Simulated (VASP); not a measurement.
Set up this calculation in VASP 6.6.1, as the native input.

```yaml
Task: relaxation of cell and atoms
Functional: r2SCAN
Dispersion: D4
Potentials_or_basis: VASP PAW PBE potentials, release 64 (Te, Cd)
Cutoff: 600 eV
k_mesh: 7 × 7 × 7
Occupations: gaussian, width 0.05 eV
Spin: no spin polarisation
Further_INCAR_settings: ALGO = Normal; EDIFF = 1e-06; IBRION = 2; EDIFFG = -0.02; NSW = 40; ISIF = 3
```

The structure of CdTe lies in POSCAR:

```
CdTe
1.0
    0.0000000000      3.2050000000      3.2050000000
    3.2050000000      0.0000000000      3.2050000000
    3.2050000000      3.2050000000      0.0000000000
Te Cd
1 1
Direct
    0.7500000000      0.7500000000      0.7500000000
    0.0000000000      0.0000000000      0.0000000000
```

These files were run (other wordings do the same):

INCAR

```
SYSTEM = CdTe
PREC = Accurate
ENCUT = 600
EDIFF = 1E-6
ISMEAR = 0
SIGMA = 0.05
LREAL = .FALSE.
LASPH = .TRUE.
NELM = 60
ALGO = Normal
ISIF = 3
LWAVE = .FALSE.
LCHARG = .FALSE.
METAGGA = R2SCAN
LMIXTAU = .TRUE.
IVDW = 13
VDW_S6 = 1.0
VDW_S8 = 0.6018749
VDW_A1 = 0.51559235
VDW_A2 = 5.77342911
IBRION = 2
NSW = 40
EDIFFG = -0.02
```

KPOINTS

```
Automatic mesh
0
G
  7 7 7
  0 0 0
```

Potentials or basis: VASP PAW PBE potentials, release 64 (Te, Cd).

The run is started by

```console
$ cat potpaw_PBE.64/Te/POTCAR potpaw_PBE.64/Cd/POTCAR > POTCAR
$ mpirun -np 1 vasp_std > vasp.out
```

It gave:

```yaml
Relaxed_volume: 34.85 Å³/atom
Relaxed_cell: a = 4.619 Å, b = 4.619 Å, c = 4.619 Å, α = 60.00°, β = 60.00°, γ = 60.00°
Space_group_after_relaxing_to_0.05_Å: F-43m (No. 216)
Energy_gained_by_relaxing: 15.6 meV/atom
Ionic_steps: 3
Pressure_after_relaxing: 0.0 GPa
Band_gap_on_the_k_mesh: 1.19 eV, direct
Dispersion_energy_per_atom: -0.124 eV
```

Caveat: the PAW data sets were made with another functional, which shifts forces and pressure a little; spin-orbit coupling is left out, which moves the levels of the heavy elements.

It took 3.4 min on 1 thread of Intel(R) Xeon(R) Platinum 8375C CPU @ 2.90GHz (Ice Lake) (shared host), peak memory 0.24 GiB.
